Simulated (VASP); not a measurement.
# W (Im-3m) in VASP: a series of runs

One crystal, W, is run at these levels: PBE; tasks: relaxation of cell and atoms.

All numbers are computed with VASP 6.6.1; they aren't measurements. Logs are shortened: lines on timing, memory, paths and dates and some standing lists are left out, and cuts for length are marked.

## Step 1: The crystal as given

The structure is cubic, space group Im-3m (No. 229). The conventional cell has a = 3.165 Å, b = 3.165 Å, c = 3.165 Å, α = 90.00°, β = 90.00°, γ = 90.00°. W (site symmetry m-3m) has 8 W at 2.74 Å as nearest neighbours.

## Step 2: Relaxation of cell and atoms, PBE

The input, INCAR:

```
SYSTEM = W
ALGO = Fast
EDIFF = 1E-7
EDIFFG = -0.002
ENCUT = 700
GGA = PE
IBRION = 2
ISIF = 3
ISMEAR = 0
LASPH = .TRUE.
LCHARG = .FALSE.
LREAL = .FALSE.
LWAVE = .FALSE.
NELM = 100
NSW = 80
PREC = Accurate
SIGMA = 0.1
```

The input, KPOINTS:

```
k-points
0
G
  18 18 18
  0 0 0
```

The input, POSCAR:

```
W
1.0
   -1.5823450000      1.5823450000      1.5823450000
    1.5823450000     -1.5823450000      1.5823450000
    1.5823450000      1.5823450000     -1.5823450000
W
1
Direct
    0.0000000000      0.0000000000      0.0000000000
```

Potentials or basis: VASP PAW PBE potentials, release 64 (W_sv).

Run with:

```bash
$ cat potpaw_PBE.64/W_sv/POTCAR > POTCAR
$ mpirun -np 1 vasp_std > vasp.out
```

OUTCAR:

```text
SYSTEM = W
   EDIFF = 1E-7
   EDIFFG = -0.002
   ENCUT = 700
   GGA = PE
   IBRION = 2
   ISIF = 3
   ISMEAR = 0
   LASPH = .TRUE.
   LREAL = .FALSE.
   NELM = 100
   NSW = 80
   PREC = Accurate

 ion  position               nearest neighbor table
   1  0.000  0.000  0.000-

  LATTYP: Found a body centered cubic cell.
 ALAT       =     3.1646900000

  Lattice vectors:

 A1 = (  -1.5823450000,   1.5823450000,   1.5823450000)
 A2 = (   1.5823450000,  -1.5823450000,   1.5823450000)
 A3 = (   1.5823450000,   1.5823450000,  -1.5823450000)

Analysis of symmetry for initial positions (statically):
=====================================================================
 Subroutine PRICEL returns:
 Original cell was already a primitive cell.

 Routine SETGRP: Setting up the symmetry group for a
 body centered cubic supercell.

 Subroutine GETGRP returns: Found 48 space group operations
 (whereof 48 operations were pure point group operations)
 out of a pool of 48 trial point group operations.

The static configuration has the point symmetry O_h .

Analysis of symmetry for dynamics (positions and initial velocities):
=====================================================================
 Subroutine PRICEL returns:
 Original cell was already a primitive cell.

 Routine SETGRP: Setting up the symmetry group for a
 body centered cubic supercell.

 Subroutine GETGRP returns: Found 48 space group operations
 (whereof 48 operations were pure point group operations)
 out of a pool of 48 trial point group operations.

The dynamic configuration has the point symmetry O_h .

 Subroutine INISYM returns: Found 48 space group operations
 (whereof 48 operations are pure point group operations),
 and found     1 'primitive' translations

----------------------------------------------------------------------------------------

                                     Primitive cell

  volume of cell :      15.8476

  direct lattice vectors                    reciprocal lattice vectors
    -1.582345000  1.582345000  1.582345000     0.000000000  0.315986716  0.315986716
     1.582345000 -1.582345000  1.582345000     0.315986716  0.000000000  0.315986716
     1.582345000  1.582345000 -1.582345000     0.315986716  0.315986716  0.000000000

  length of vectors
     2.740701935  2.740701935  2.740701935     0.446872699  0.446872699  0.446872699

  position of ions in fractional coordinates (direct lattice)
     0.000000000  0.000000000  0.000000000

  ion indices of the primitive-cell ions
   primitive index   ion index
                 1           1

----------------------------------------------------------------------------------------

 KPOINTS: k-points

Automatic generation of k-mesh.
 Grid dimensions read from file:
 generate k-points for:   18   18   18

 Generating k-lattice:

  Cartesian coordinates                     Fractional coordinates (reciprocal lattice)
     0.000000000  0.017554818  0.017554818     0.055555556  0.000000000  0.000000000
     0.017554818  0.000000000  0.017554818     0.000000000  0.055555556  0.000000000
     0.017554818  0.017554818  0.000000000     0.000000000  0.000000000  0.055555556

  Length of vectors
     0.024826261  0.024826261  0.024826261

  Shift w.r.t. Gamma in fractional coordinates (k-lattice)
     0.000000000  0.000000000  0.000000000

 Subroutine IBZKPT returns following result:
 ===========================================

 Found    195 irreducible k-points:

 Following reciprocal coordinates:
            Coordinates               Weight
  0.000000  0.000000  0.000000      1.000000
  0.055556  0.000000  0.000000     12.000000
  0.111111  0.000000  0.000000     12.000000
  0.166667  0.000000  0.000000     12.000000
  0.222222  0.000000  0.000000     12.000000
  0.277778  0.000000  0.000000     12.000000
[... 16 lines left out ...]
  0.333333  0.111111 -0.000000     48.000000
  0.388889  0.111111  0.000000     48.000000
 [... further k-points ...]
   k-points           NKPTS =    195   k-points in BZ     NKDIM =    195   number of bands    NBANDS=     11
   number of dos      NEDOS =    301   number of ions     NIONS =      1
   total plane-waves  NPLWV =  13824
   dimension x,y,z NGX =    24 NGY =   24 NGZ =   24
   dimension x,y,z NGXF=    48 NGYF=   48 NGZF=   48
   ions per type =               1
   NGX,Y,Z   is equivalent  to a cutoff of  14.56, 14.56, 14.56 a.u.
   NGXF,Y,Z  is equivalent  to a cutoff of  29.12, 29.12, 29.12 a.u.
 SYSTEM =  W
   PREC   = accura    normal or accurate (medium, high low for compatibility)
   ISTART =      0    job   : 0-new  1-cont  2-samecut
   ICHARG =      2    charge: 1-file 2-atom 10-const
   ISPIN  =      1    spin polarized calculation?
   LNONCOLLINEAR =      F non collinear calculations
   LSORBIT =      F    spin-orbit coupling
   LASPH  =      T    aspherical Exc in radial PAW
   ENCUT  =  700.0 eV  51.45 Ry    7.17 a.u.   5.91  5.91  5.91*2*pi/ulx,y,z
   NELM   =    100;   NELMIN=  2; NELMDL= -5     # of ELM steps
   EDIFF  = 0.1E-06   stopping-criterion for ELM
   LREAL  =      F    real-space projection
   EDIFFG = -.2E-02   stopping-criterion for IOM
   NSW    =     80    number of steps for IOM
   IBRION =      2    ionic relax: 0-MD 1-quasi-New 2-CG
   NFREE  =      1    steps in history (QN), initial steepest desc. (CG)
   ISIF   =      3    stress and relaxation
   ISYM   =      2    0-nonsym 1-usesym 2-fastsym
   POTIM  = 0.5000    time-step for ionic-motion
   TEBEG  =    0.0;   TEEND  =   0.0 temperature during run
   PSTRESS=    0.0 pullay stress
   NELECT =      14.0000    total number of electrons
   NUPDOWN=      -1.0000    fix difference up-down
   EMIN   =  10.00;   EMAX   =-10.00  energy-range for DOS
   EFERMI =   0.00;   METHOD = LEGACY
   ISMEAR =     0;   SIGMA  =   0.10  broadening in eV -4-tet -1-fermi 0-gaus
   EFERMI_NEDOS =   21; number of points for ismear=-14 and -15
   IALGO  =     68    algorithm
   IMIX   =      4    mixing-type and parameters
     AMIX     =   0.40;   BMIX     =  1.00
     AMIX_MAG =   1.60;   BMIX_MAG =  1.00
  volume/ion in A,a.u.               =      15.85       106.94
  Fermi-wavevector in a.u.,A,eV,Ry     =   1.570832  2.968442 33.572544  2.467512
  Thomas-Fermi vector in A             =   2.672506
   LORBIT       =      0    0 simple, 1 ext, 2 COOP (PROOUT), +10 PAW based schemes
   GGA     = PE    functional components
   LHFCALC =     F    Hartree Fock is set to
   AEXX    =    0.0000 exact exchange contribution
   IVDW    =     0    specifies the selected vdW correction
   LEPSILON=     F    determine dielectric tensor
   LRPA    =     F    only Hartree local field effects (RPA)
 conjugate gradient relaxation of ions
 non-spin polarized calculation
 RMM-DIIS sequential band-by-band and
 Gauss-broadening in eV      SIGMA  =   0.10
  energy-cutoff  :      700.00
  volume of cell :       15.85
 maximum number of plane-waves:       682
   NGX = 11   NGY = 11   NGZ = 11

--------------------------------------- Ionic step        1  -------------------------------------------

 number of electron      14.0000002 magnetization

 Free energy of the ion-electron system (eV)
  ---------------------------------------------------
  ext. energy  EPLUGINS =         0.00000000
  ---------------------------------------------------
  free energy    TOTEN  =       -12.94532360 eV

  energy without entropy =      -12.94185514  energy(sigma->0) =      -12.94358937

------------------------ aborting loop because EDIFF is reached ----------------------------------------

  FORCE on cell =-STRESS in cart. coord.  units (eV):
  Direction    XX          YY          ZZ          XY          YZ          ZX
  --------------------------------------------------------------------------------------
  -------------------------------------------------------------------------------------
  Total        0.6251142      0.6251142      0.6251142     -0.0000000     -0.0000000      0.0000000
  in kB       63.1984498     63.1984498     63.1984498     -0.0000000     -0.0000000      0.0000000
  external PRESSURE =      63.1984498 kB  Pullay stress =       0.0000000 kB
[... 90 lines left out ...]
  energy  without entropy=      -12.9478061936  energy(sigma->0) =      -12.94959981

--------------------------------------- Ionic step        4  -------------------------------------------

 number of electron      14.0000002 magnetization

 Free energy of the ion-electron system (eV)
  ---------------------------------------------------
  ext. energy  EPLUGINS =         0.00000000
  ---------------------------------------------------
  free energy    TOTEN  =       -12.95139986 eV

  energy without entropy =      -12.94781654  energy(sigma->0) =      -12.94960820

 E-fermi :  11.1624     XC(G=0): -13.5300

 val. band max:       11.1582023300   @ k =  -0.2778   0.3333   0.2222
 cond. band min:      11.1747623229   @ k =   0.5000   0.5000   0.2222
 fundamental gap:      0.0165599929
 Fermi energy:        11.1623947579

 k-point     1 :       0.0000    0.0000    0.0000
  band No.  band energies     occupation
      1     -63.0408      2.00000
      2     -26.6311      2.00000
      3     -26.6311      2.00000
      4     -26.6311      2.00000
      5       1.6348      2.00000
      6       9.9692      2.00000
      7       9.9692      2.00000
      8       9.9692      2.00000
      9      13.3811      0.00000
     10      13.3811      0.00000
     11      25.6358      0.00000
[... 309 lines left out ...]
 k-point    24 :       0.3889    0.1111    0.0000
  band No.  band energies     occupation
      1     -62.9177      2.00000
      2     -27.7640      2.00000
      3     -27.0574      2.00000
      4     -26.6906      2.00000
      5       5.4400      2.00000
      6       7.8371      2.00000
      7      10.5479      2.00000
      8      13.1467      0.00000
      9      14.4374      0.00000
     10      17.4229      0.00000
     11      21.8129      0.00000

 [... further k-points ...]

------------------------ aborting loop because EDIFF is reached ----------------------------------------

  FORCE on cell =-STRESS in cart. coord.  units (eV):
  Direction    XX          YY          ZZ          XY          YZ          ZX
  --------------------------------------------------------------------------------------
  -------------------------------------------------------------------------------------
  Total        0.0001499      0.0001499      0.0001499      0.0000000     -0.0000000      0.0000000
  in kB        0.0148621      0.0148621      0.0148621      0.0000000     -0.0000000      0.0000000
  external PRESSURE =       0.0148621 kB  Pullay stress =       0.0000000 kB
[... 16 lines left out ...]
  FREE ENERGIE OF THE ION-ELECTRON SYSTEM (eV)
  ---------------------------------------------------
  free  energy   TOTEN  =       -12.9513998555 eV

  energy  without entropy=      -12.9478165380  energy(sigma->0) =      -12.94960820

 reached required accuracy - stopping structural energy minimisation
```

Run time: 82 s. Hardware: 1 thread of Intel Xeon Platinum 8488C (Sapphire Rapids), shared host; peak memory 0.19 GiB.

Results:

| Property | Result |
| --- | --- |
| Free energy | -12.9514 eV |
| Relaxed volume | 16.16 Å³/atom |
| Relaxed cell | a = 2.759 Å, b = 2.759 Å, c = 2.759 Å, α = 109.47°, β = 109.47°, γ = 109.47° |
| Space group after relaxing (to 0.05 Å) | Im-3m (No. 229) |
| Energy gained by relaxing | 6.1 meV/atom |
| Ionic steps | 4 |
| Pressure after relaxing | 0.0 GPa |
| Band gap on the k mesh | none (metal or under the smearing width) |

The path:
| step | energy change (eV) | largest force (eV/Å) | pressure (GPa) | volume (Å³) |
| --- | --- | --- | --- | --- |
| 1 | 0.0000 | 0.0000 | 6.32 | 15.85 |
| 2 | 0.0644 | 0.0000 | -18.25 | 17.33 |
| 3 | -0.0061 | 0.0000 | -0.19 | 16.17 |
| 4 | -0.0061 | 0.0000 | 0.00 | 16.16 |

Final structure:
```cif
data_structure
_symmetry_space_group_name_H-M 'P 1'
_symmetry_Int_Tables_number 1
_cell_length_a 2.7588
_cell_length_b 2.7588
_cell_length_c 2.7588
_cell_angle_alpha 109.471
_cell_angle_beta 109.471
_cell_angle_gamma 109.471
_cell_volume 16.16
loop_
_atom_site_label
_atom_site_type_symbol
_atom_site_fract_x
_atom_site_fract_y
_atom_site_fract_z
_atom_site_occupancy
W1 W 0.00000 0.00000 0.00000 1
```

Spin-orbit coupling is left out, which matters for the levels of W. PBE usually gives volumes a little too large and moduli too small.

[end of part 1 of 2]
